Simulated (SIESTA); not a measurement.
**C under changes of volume**

One of the cells (5.672 Å³/atom); the others are scaled copies at fixed shape and fractional positions:

```
CELL_PARAMETERS angstrom
0.00000 1.78337 1.78337
1.78337 0.00000 1.78337
1.78337 1.78337 0.00000
ATOMIC_POSITIONS crystal
C 0.75000 0.75000 0.75000
C 0.50000 0.50000 0.50000
```

This isn't the form of C at room conditions, which is graphite.

```yaml
Program: SIESTA 5.4.2
Functional: PBE
Potentials_or_basis: PseudoDojo 0.4 standard (PBE files)
Basis: TZDP (energy shift 0.01 Ry)
Grid_cutoff: 500 Ry
Energy_shift: 0.01 Ry
k_mesh: 13 × 13 × 13
Occupations: fermi-dirac, width 0.05 eV
Spin: no spin polarisation
```

| volume (Å³/atom) | energy over the lowest point (meV/atom) | pressure (GPa) | gap on the mesh (eV) |
| --- | --- | --- | --- |
| 5.332 | 57.04 | 40.1 | 4.44 |
| 5.445 | 32.59 | 29.5 | 4.40 |
| 5.558 | 15.15 | 19.6 | 4.35 |
| 5.672 | 4.64 | 10.4 | 4.30 |
| 5.785 | 0.00 | 2.6 | 4.25 |
| 5.899 | 1.14 | -5.6 | 4.21 |
| 6.012 | ? | ? | ? |

What does the run at 6.012 Å³/atom give?

Energy over the lowest point 7.57 meV/atom; pressure -12.2 GPa; gap on the mesh 4.16 eV.

Worked out: A Birch-Murnaghan fit of order 3 (a polynomial in V^(-2/3)) to the other rows has its minimum at 5.82 Å³/atom with B0 = V·E''(V) = 396 GPa and B' = 3.5. It gives 7.35 meV/atom at 6.012 Å³/atom, against the run's 7.57, and -dE/dV = -12.2 GPa, against -12.2. A straight line through the other rows of the gap, of slope -2.33 eV per unit of ln V, extrapolates to 4.16 eV, against the run's 4.16.

Energies are extrapolated to zero smearing.

Caveats: an odd mesh through Γ misses points on the zone boundary, where band edges often lie; the basis of atomic orbitals isn't converged, which shifts pressures, moduli and gaps.
